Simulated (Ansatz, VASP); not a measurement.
One calculation of Cu, two programs

The input INCAR:

```
SYSTEM = Cu
ALGO = Fast
EDIFF = 1E-6
ENCUT = 520
GGA = PE
ISIF = 2
ISMEAR = 0
LASPH = .True.
LCHARG = .False.
LREAL = .False.
LWAVE = .False.
NBANDS = 18
NELM = 80
PREC = Accurate
SIGMA = 0.1
```

File KPOINTS:

```
k-points
0
Gamma
  14 14 16
  0 0 0
```

POSCAR

```
Cu
1.0
    2.9510618436      0.0000000000      0.0000000000
    0.0000000000      2.9510618436      0.0000000000
    0.0000000000      0.0000000000      2.8418841200
Cu
2
Direct
    0.0000000000      0.0000000000      0.0000000000
    0.5000000000      0.5000000000      0.5000000000
```

Input for Ansatz:

```yaml
crystal:
  lattice:
    - [2.9510618436, 0.0, 0.0]
    - [0.0, 2.9510618436, 0.0]
    - [0.0, 0.0, 2.84188412]
  atoms:
    - { symbol: Cu, position: [0.0, 0.0, 0.0] }
    - { symbol: Cu, position: [0.5, 0.5, 0.5] }
basis:
  ecutwfc: 420
kpoints:
  mp_grid: { grid: [14, 14, 16] }
hamiltonian:
  xc: pbe
scf:
  occupations: { method: gaussian, width: 0.1 }
output:
  forces: true
  stress: true
  eigenvalues: true
```

Change from the starting cell: strain along c alone, the other axes held, atoms relaxed: +3.0 %.

Alike in both runs: task single point; functional PBE; k mesh 14 × 14 × 16; occupations gaussian, width 0.1 eV; no spin polarisation.

|  | VASP | Ansatz |
| --- | --- | --- |
| version | VASP 6.6.1 | Ansatz 0.2.0 |
| potentials or method | VASP PAW PBE potentials, release 64 (Cu) | scalar-relativistic, plane waves, PAW |
| plane-wave cutoff (eV) | 520 | 420 |
| valence electrons in the cell | 22 | 38 |

```csv
,VASP,Ansatz,Ansatz less VASP
gap on the k mesh at the Fermi level (eV),none,none,-
pressure (GPa),-2.8,-3.9,-1.06
```

A gap of «none» marks a metal or a gap that the smearing closes. With one functional, cell and mesh, what is left measures potentials, basis and numerics. The two sets of potentials don't hold the same shells in valence.
